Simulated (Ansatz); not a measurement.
# Electron scattering at the Σ5 (310) boundary in fcc Pt with P (substitutional), part 2 of 2

Wanted: what the Σ5 (310) boundary in fcc Pt with P (substitutional) costs an interconnect.

Ansatz 0.2.0; Ansatz plane-wave DFT, PBE, PAW files; relaxation of a bicrystal slab with its lowest layers held; PAW set soft_1 (the session's first sound run).

So far. Step 2 (Relaxing the bicrystal): The largest force component on a free atom ends at 0.029 eV/Å, under the tolerance of 0.03, after 10 steps.

## 3. Transmission across the boundary

Bulk layers of each grain are laid under and over the relaxed boundary, and a lead is named in the middle of each, away from the free faces. The mesh across the current, 10×16, is finer than the density's, because channels open and close sharply across the zone. Energies from -0.1 to 0.1 eV in steps of 0.05 eV are too few for the program's thermal sum, so it prints no conductance; for a metal the transmission near the Fermi level serves, at a fraction of the cost.

This step: Ansatz plane-wave DFT, PBE, PAW files; ballistic transport by layer matching (Landauer), zero bias; boundary relaxed in a short slab, bulk layers laid on; PAW set soft_1 (Ansatz 0.2.0).

System of this step: Σ5 (310) boundary in fcc Pt with P (substitutional). The cell holds 68 atoms: 67 Pt and 1 P. Cell: a = 6.201 Å, b = 3.922 Å, c = 49.998 Å, α = 90.0°, β = 90.0°, γ = 90.0°. It derives from Pt. Regions: lower grain, 28 atoms (28 Pt); boundary, 18 atoms (17 Pt and 1 P); upper grain, 22 atoms (22 Pt). Vacuum lies along c.

Contents of input.yaml:

```yaml
crystal:
  lattice:
    - [6.2009102638, 0.0, 0.0]
    - [0.0, 3.9218, 0.0]
    - [0.0, 0.0, 49.9982971492]
  atoms:
    - { symbol: Pt, position: [11.0999999997, -18.5, 0.0800027247] }
    - { symbol: Pt, position: [10.7999999997, -18.0, 0.0924049676] }
    - { symbol: Pt, position: [10.4999999997, -17.5, 0.1048072105] }
    - { symbol: Pt, position: [10.1999999997, -17.0, 0.1172094534] }
    - { symbol: Pt, position: [9.8999999997, -16.5, 0.1296116963] }
    - { symbol: Pt, position: [9.5999999998, -16.0, 0.1420139392] }
    - { symbol: Pt, position: [9.2999999998, -15.5, 0.1544161821] }
    - { symbol: Pt, position: [8.9999999998, -15.0, 0.166818425] }
    - { symbol: Pt, position: [8.6999999998, -14.5, 0.1792206679] }
    - { symbol: Pt, position: [8.3999999998, -14.0, 0.1916229109] }
    - { symbol: Pt, position: [8.0999999998, -13.5, 0.2040251538] }
    - { symbol: Pt, position: [7.7999999998, -13.0, 0.2164273967] }
    - { symbol: Pt, position: [7.4999999998, -12.5, 0.2288296396] }
    - { symbol: Pt, position: [7.1999999998, -12.0, 0.2412318825] }
    - { symbol: Pt, position: [6.8999999998, -11.5, 0.2536341254] }
    - { symbol: Pt, position: [6.5999999998, -11.0, 0.2660363683] }
    - { symbol: Pt, position: [6.2999999998, -10.5, 0.2784386112] }
    - { symbol: Pt, position: [5.9999999998, -10.0, 0.2908408541] }
    - { symbol: Pt, position: [5.6999999998, -9.5, 0.3032430971] }
    - { symbol: Pt, position: [5.3999999998, -9.0, 0.31564534] }
    - { symbol: Pt, position: [5.0999999998, -8.5, 0.3280475829] }
    - { symbol: Pt, position: [4.7999999999, -8.0, 0.3404498258] }
    - { symbol: Pt, position: [4.4999999999, -7.5, 0.3528520687] }
    - { symbol: Pt, position: [4.1999999999, -7.0, 0.3652543116] }
    - { symbol: Pt, position: [3.8999999999, -6.5, 0.3776565545] }
    - { symbol: Pt, position: [3.5999999999, -6.0, 0.3900587974] }
    - { symbol: Pt, position: [3.2999999999, -5.5, 0.4024610404] }
    - { symbol: Pt, position: [2.9999999999, -5.0, 0.4148632833] }
    - { symbol: Pt, position: [0.6999999999, 0.5, 0.4272655262] }
    - { symbol: Pt, position: [0.3868591069, 0.0, 0.4411293003] }
    - { symbol: Pt, position: [0.0873541548, 0.5, 0.4543828009] }
    - { symbol: Pt, position: [0.79929645, 0.0, 0.4648806884] }
    - { symbol: Pt, position: [0.4843138467, 0.5, 0.477347146] }
    - { symbol: Pt, position: [0.1814419357, 0.0, 0.49644668] }
    - { symbol: Pt, position: [0.899343595, 0.5, 0.510302174] }
    - { symbol: Pt, position: [0.5953727786, 0.0, 0.5113787191] }
    - { symbol: Pt, position: [0.3657322192, 0.5, 0.5378720216] }
    - { symbol: P, position: [-0.0158998039, 0.0, 0.5379211135] }
    - { symbol: Pt, position: [0.6293862969, 0.0, 0.5620306911] }
    - { symbol: Pt, position: [0.9202406557, 0.5, 0.5682531472] }
    - { symbol: Pt, position: [0.2091296917, 0.0, 0.576743745] }
    - { symbol: Pt, position: [0.4988391063, 0.5, 0.5964372925] }
    - { symbol: Pt, position: [0.8151706801, 0.0, 0.6103428701] }
    - { symbol: Pt, position: [0.1057949361, 0.5, 0.6207147854] }
    - { symbol: Pt, position: [0.3999975387, 0.0, 0.63304798] }
    - { symbol: Pt, position: [0.7056908553, 0.5, 0.6471479313] }
    - { symbol: Pt, position: [3.0056908553, -5.0, 0.6595501742] }
    - { symbol: Pt, position: [3.3056908553, -5.5, 0.6719524171] }
    - { symbol: Pt, position: [3.6056908553, -6.0, 0.68435466] }
    - { symbol: Pt, position: [3.9056908553, -6.5, 0.6967569029] }
    - { symbol: Pt, position: [4.2056908553, -7.0, 0.7091591459] }
    - { symbol: Pt, position: [4.5056908553, -7.5, 0.7215613888] }
    - { symbol: Pt, position: [4.8056908553, -8.0, 0.7339636317] }
    - { symbol: Pt, position: [5.1056908553, -8.5, 0.7463658746] }
    - { symbol: Pt, position: [5.4056908553, -9.0, 0.7587681175] }
    - { symbol: Pt, position: [5.7056908552, -9.5, 0.7711703604] }
    - { symbol: Pt, position: [6.0056908552, -10.0, 0.7835726033] }
    - { symbol: Pt, position: [6.3056908552, -10.5, 0.7959748462] }
    - { symbol: Pt, position: [6.6056908552, -11.0, 0.8083770891] }
    - { symbol: Pt, position: [6.9056908552, -11.5, 0.8207793321] }
    - { symbol: Pt, position: [7.2056908552, -12.0, 0.833181575] }
    - { symbol: Pt, position: [7.5056908552, -12.5, 0.8455838179] }
    - { symbol: Pt, position: [7.8056908552, -13.0, 0.8579860608] }
    - { symbol: Pt, position: [8.1056908552, -13.5, 0.8703883037] }
    - { symbol: Pt, position: [8.4056908552, -14.0, 0.8827905466] }
    - { symbol: Pt, position: [8.7056908552, -14.5, 0.8951927895] }
    - { symbol: Pt, position: [9.0056908552, -15.0, 0.9075950324] }
    - { symbol: Pt, position: [9.3056908552, -15.5, 0.9199972753] }
kpoints:
  mp_grid: { grid: [4, 7, 1] }
hamiltonian:
  xc: pbe
  pseudopotentials: { kind: paw, azcp: { folder: soft_1 } }
scf:
  occupations: { method: fermi_dirac, width: 0.1 }
output:
  transmission:
    leads: [[15, 16], [55, 56]]
    kmesh: [10, 16]
    e_range: [-0.1, 0.1]
    de: 0.05
  write_potential: true
  write_density: true
  volumetric_format: npy
  elf: true
```

Started as:

```console
ansatz run input.yaml --threads 4 --pin off --max-ram 15360MiB --backend cpu --events-out ev --progress --plain --runs-dir out
```

Numbers of over 12 decimals in the logs are rounded to 6 here.

The program printed:

```text
[...]
Crystal: 68 atoms, lattice volume = 1215.895 Å³
Basis set: ecut = 420 eV, 23891 PW (Γ)
Bands: 727, of which v1, the nominal top of the filled ones, is band 606 counted from 1 (605 counted from 0)
Symmetry: 2 space group operations
[...]
k-points: 12 of 28 (time reversal used)
[...]
SCF iter   1: F=—  HF=-839928.865268 eV  |F-HF|=—  |Δ(HF+E_count)|=         —  Δρ=8.05e-2  dr2=1.64e2  ethr=3.10e-3  ⟨swp⟩=6.1  Hψ=31492  notcnv=0  defer=177
[...]
SCF iter  13: F=-839906.056793 eV  HF=-839906.056793 eV  |F-HF|=3.05e-8  |Δ(HF+E_count)|=   3.84e-9  Δρ=8.06e-7  dr2=3.34e-8  ethr=8.26e-12  ⟨swp⟩=11.2  Hψ=29977  notcnv=0
SCF 1 converged in 13 iterations: F = -839906.056793 eV  dr2 = 3.34e-8
[...]
transmission: 364 of 3618 steps passed
transmission: 726 of 3618 steps passed
[...]
transmission: 3618 of 3618 steps passed
WARN: The output density's exchange-correlation potential varies sharply where the density is thin. Do not read a vacuum level from v_tot or v_xc, or from such a field of the output density. On a cell that repeats whose density bears no net charge and no dipole along the vacuum's axis use v_es (v_loc + v_h of the components); under efield.dipole_correction with no amplitude use v_es + v_field, which holds any externa [...]
SCF converged after 13 iterations
Free energy (F): -839906.056793 eV
[...]
Internal energy: -839902.508295 eV  (E = F + TS)
E sigma→0 (E₀):  -839904.282544 eV
Entropy (-TS):   -3.548499 eV (-52.184 meV/atom)
Fermi energy:    18.708905 eV
[...]
--- Band table (eV; the first three rows and the last of 12) ---
  k-point 0: bands = [... 602 lower, 18.6872, 18.7078, 18.7418, 18.7633, 18.7935, 18.8180, 18.8274, 18.8882, ... 117 higher]
  k-point 1: bands = [... 602 lower, 18.7551, 18.7650, 18.7710, 18.7963, 18.7998, 18.8091, 18.8121, 18.8145, ... 117 higher]
  k-point 2: bands = [... 602 lower, 18.5847, 18.6064, 18.6170, 18.6219, 18.6671, 18.6699, 18.6887, 18.7398, ... 117 higher]
  k-point 11: bands = [... 602 lower, 18.6894, 18.7025, 18.7215, 18.7363, 18.7547, 18.7678, 18.8051, 18.8186, ... 117 higher]
--- Transmission ---
  basis      : 217 plane waves across, 67 finite elements along
  points     : 54, standing for a mesh of 10 x 16
  energies   : 5 from -0.100000 to 0.100000 eV about the Fermi level, 0.050000 eV apart; the leads are filled to 0.000000 eV, and channels, transmission and decay are at 0.000000 eV
  crystal 0  : Pt4, at the sites [15, 16], period 2.4804 Å, over 17.98 Å; its Hamiltonian steps by up to 20.9 meV
    offset         : up to 0.0000 Å between an atom of the period and one for which it stands
    channels       : 6.668750e0 a spin
    conductance    : none, the energies end too early or step too widely for 300 K: set another output.transmission.e_range or a lower de, or, where they end at an eighth of basis.ecutwfc, a higher one
[...]
channels       : 6.643750e0 a spin
[...]
junction   : crystal 0 to crystal 1, 12.99 to 37.01 Å
    transmission   : 2.456777e0 a spin
[...]
```

Wall time 37 min (4 threads of Arm Neoverse V1, shared host); peak memory 11 GiB.

In the SCF lines HF is the Harris–Foulkes energy and dr2 the Hartree energy of the density residual, in eV; the loop may stop once dr2 is under the threshold and the program's other checks hold. Hψ counts applications of the Hamiltonian.

This step gave:

```yaml
free_energy: -839906.0568 eV
energy_at_zero_smearing: -839904.2825 eV
fermi_energy: 18.71 eV
cell_area: 24.32 Å²
transmission_per_spin_nearest_the_fermi_level: 2.457
open_channels_per_spin_nearest_the_fermi_level: 6.669
open_channels_per_spin_upper_lead: 6.644
step_of_the_lead_s_potential: 20.9 meV
step_of_the_upper_lead_s_potential: 22.7 meV
```

Per spin. The transmission, zone mean by energy, zero at the Fermi level:

| energy (eV) | transmission, zone mean |
| --- | --- |
| -0.1000 | 2.60 |
| -0.0500 | 2.56 |
| 0.0000 | 2.46 |
| 0.0500 | 2.26 |
| 0.1000 | 2.11 |

Per spin. Table of open channels, zone mean by energy, zero at the Fermi level:

| energy (eV) | lead | upper lead |
| --- | --- | --- |
| -0.1000 | 7.56 | 7.56 |
| -0.0500 | 7.21 | 7.25 |
| 0.0000 | 6.67 | 6.64 |
| 0.0500 | 5.93 | 5.93 |
| 0.1000 | 5.32 | 5.28 |

Transmission over k1 and k2. At 0.0000 eV from the Fermi level.

Values, 16 rows by 10 columns:
```
2.53 2.45 3.08 2.61 2.41 2.55 2.41 2.61 3.08 2.45
2.80 2.76 3.02 3.20 2.68 2.11 2.68 3.20 3.02 2.76
2.83 2.86 2.81 2.83 2.98 1.79 2.98 2.83 2.81 2.86
2.40 2.41 2.46 2.84 2.68 1.83 2.68 2.84 2.46 2.41
2.05 1.61 2.02 2.43 2.77 2.62 2.77 2.43 2.02 1.61
1.63 1.59 1.57 1.82 1.89 3.33 1.89 1.82 1.57 1.59
2.17 2.17 1.94 2.21 2.57 3.31 2.57 2.21 1.94 2.17
2.11 2.20 2.09 2.84 3.88 3.98 3.88 2.84 2.09 2.20
2.17 2.17 1.94 2.21 2.57 3.31 2.57 2.21 1.94 2.17
1.63 1.59 1.57 1.82 1.89 3.33 1.89 1.82 1.57 1.59
2.05 1.61 2.02 2.43 2.77 2.62 2.77 2.43 2.02 1.61
2.40 2.41 2.46 2.84 2.68 1.83 2.68 2.84 2.46 2.41
2.83 2.86 2.81 2.83 2.98 1.79 2.98 2.83 2.81 2.86
2.80 2.76 3.02 3.20 2.68 2.11 2.68 3.20 3.02 2.76
2.53 2.45 3.08 2.61 2.41 2.55 2.41 2.61 3.08 2.45
2.85 3.16 2.01 1.43 2.40 1.47 2.40 1.43 2.01 3.16
```
Columns: k1 (b1) from -0.5 to 0.4; rows upwards: k2 (b2) from -0.5 to 0.438.

Open channels over k1 and k2. At 0.0000 eV from the Fermi level.

Ten even steps from '0' (2.0) to '9' (10.0):
```
5672353276
5588626885
5678858876
5658858856
5556979655
5335383533
7535666535
7655666556
7535666535
5335383533
5556979655
5658858856
5678858876
5588626885
5672353276
7720222027
```
Columns: k1 (b1) from -0.5 to 0.4; rows upwards: k2 (b2) from -0.5 to 0.438.

Valence density in the ca plane at fractional y = 0.000, with atoms of Pt and P within 0.2 Å of it. It is the smooth field of the valence electrons, not physical close to the nuclei.

Ten even steps from '0' (0 e/Å³) to '9' (11 e/Å³), each cell a mean:
```
00016862000000000000000000000000110002785100
00002321000343100000000000000014641001231000
00000000002796200000000000000027972000000000
00000000002797200000000001100026962000000000
02210000001464100122000024410013431000000132
26741000000111000366300158840000100000001576
48961000000000001599410159840000000000002698
36741000000000001477300025420000000100001476
02210001342000000132100001100000013541000121
00000003785100000000000000000000027973000000
00000004896100000000000000000000026973000000
10000002553000012100000000243100003431000000
30000000110000036620000001587300000100000000
40000000000000159840000001598400000000000000
20001110000000148730000000365200000000121000
00014651000000013310000000011000000002574100
00027983000000000000000000000000000003896200
```
Columns run along c (16.0 Å, from fractional 0.38 to 0.70 of the cell), rows up along a (6.2 Å). Atoms in or near the plane, at fractional coordinates: Pt at (0.39, 0.60), Pt at (0.41, 0.00), Pt at (0.44, 0.39), Pt at (0.46, 0.80), Pt at (0.50, 0.18), Pt at (0.51, 0.60), P at (0.54, 0.98), Pt at (0.56, 0.63), Pt at (0.58, 0.21), Pt at (0.61, 0.82), Pt at (0.63, 0.40), Pt at (0.66, 0.01), Pt at (0.68, 0.61).

Electrostatic potential energy in the ca plane at fractional y = 0.000, with atoms of Pt and P within 0.2 Å of it. With pseudopotentials it is smooth inside the atoms' cores, unlike the true potential.

Ten even steps from '0' (-55 eV) to '9' (22 eV), each cell a mean:
```
99851004899878999998632358999987678983001699
99974247997323799999753579999962126897435899
99998789984001489999987889999840004899888999
98899999984000489988999876789840004899999888
74468999996212688645799742258963237999998534
31026999998656897201378610027997779999995101
20015999999999996100278510027999999999984000
30026999778999996200379731258999997678996201
74358986324899998533699986689999963125998645
98899973001699999888999999999999940003899988
99999972001599998899999999877899951003899999
69999985113799864579999998523589973236999998
38999998657999720148999996200279997778999997
27999999999999510027999996100279999999889997
48986568999999620037887887311489999997546898
79962115899999853368753578756899999984102699
99840003899999988898632358999999999972001599
```
Columns run along c (16.0 Å, from fractional 0.38 to 0.70 of the cell; values clipped at the 3rd and 97th percentile), rows up along a (6.2 Å). Atoms in or near the plane, at fractional coordinates: Pt at (0.39, 0.60), Pt at (0.41, 0.00), Pt at (0.44, 0.39), Pt at (0.46, 0.80), Pt at (0.50, 0.18), Pt at (0.51, 0.60), P at (0.54, 0.98), Pt at (0.56, 0.63), Pt at (0.58, 0.21), Pt at (0.61, 0.82), Pt at (0.63, 0.40), Pt at (0.66, 0.01), Pt at (0.68, 0.61).

ELF in the ca plane at fractional y = 0.000, with atoms of Pt and P within 0.2 Å of it. It is the smooth field of the valence electrons, not physical close to the nuclei.

Ten even steps from '0' (0.01) to '9' (0.73), each cell a mean:
```
12367776433454332225720275212235653346777532
12246775334776532114775884212357775335775421
22333443336777632223578864222467876333443332
33333322236787643333345545543467776322233343
56653211235777544566433467764457765321124566
67775311223565434777643577764334543221236777
77876322233333335787754578774222333322236787
77775333444322224777643477763212234553335777
46763336776421123677533345432212357776333666
33332347777632123344322223333222367877422333
33222247787632233333211123454322367777421223
53211246777532356543211124677522357775321123
74212234555322477764211235777642234543322224
74323333332222578775444545787742222333333235
64335654321112577765788975677642111234565334
43357776321122457755995996465432211246777533
22367877422223334436930386333333322347787632
```
Columns run along c (16.0 Å, from fractional 0.38 to 0.70 of the cell), rows up along a (6.2 Å). Atoms in or near the plane, at fractional coordinates: Pt at (0.39, 0.60), Pt at (0.41, 0.00), Pt at (0.44, 0.39), Pt at (0.46, 0.80), Pt at (0.50, 0.18), Pt at (0.51, 0.60), P at (0.54, 0.98), Pt at (0.56, 0.63), Pt at (0.58, 0.21), Pt at (0.61, 0.82), Pt at (0.63, 0.40), Pt at (0.66, 0.01), Pt at (0.68, 0.61).

Over the solved energies the transmission per spin lies between 2.11 and 2.60, out of 6.54 channels of the lead on average (up to 7.56).

## 4. Specific resistance

This step: Ansatz plane-wave DFT, PBE, PAW files; ballistic transport by layer matching (Landauer), zero bias; specific resistance of the boundary; PAW set soft_1 (Ansatz 0.2.0).

This step gave:

* area resistance: 0.8296 fΩ m²
* T over the leads' mean channel count: 0.3666

Averaged over the energies near the Fermi level, 36.7 % of the channels pass, which makes 0.830 fΩ m².

By hand, with T and the leads' channels N averaged over the energies near the Fermi level: RA = A (h/2e²)(1/T − ½[1/N₁ + 1/N₂]) = 24.32×10⁻²⁰ m² × 12 906 Ω × (1/2.396 − ½[1/6.539 + 1/6.534]) = 0.830 fΩ m².

## 5. Results

| Item | Value |
| --- | --- |
| specific resistance of the boundary | 0.830 fΩ m² |
| share of channels that pass | 0.367 |

In words: The boundary has a specific resistance of 0.83 fΩ m². The boundary reflects 63 % of the channels; 0.83 fΩ m² is 8.3×10⁻¹² Ω·cm². That equals the resistance of 7.7 nm of bulk Pt at 300 K (measured 10.8 µΩ cm, CRC Handbook of Chemistry and Physics, 84th ed., 2003, Electrical Resistivity of Pure Metals). One P in 24.3 Å² of boundary is a high coverage. Each plane of this narrow cell holds one atom, so the solute fills a whole plane. One starting structure was relaxed; another shift or atom count at the boundary may lie lower. Spin-orbit coupling is left out, which matters for Pt.

[Logs are printed without paths, hosts, clocks, repeated set-up lines and the standing remarks that a program may print on its own settings, such as how far it seeks lower states.]

[Hosts, paths, dates, database ids (printed as entryN), source tags and the programs' standing remarks are cut or masked in the printed files.]
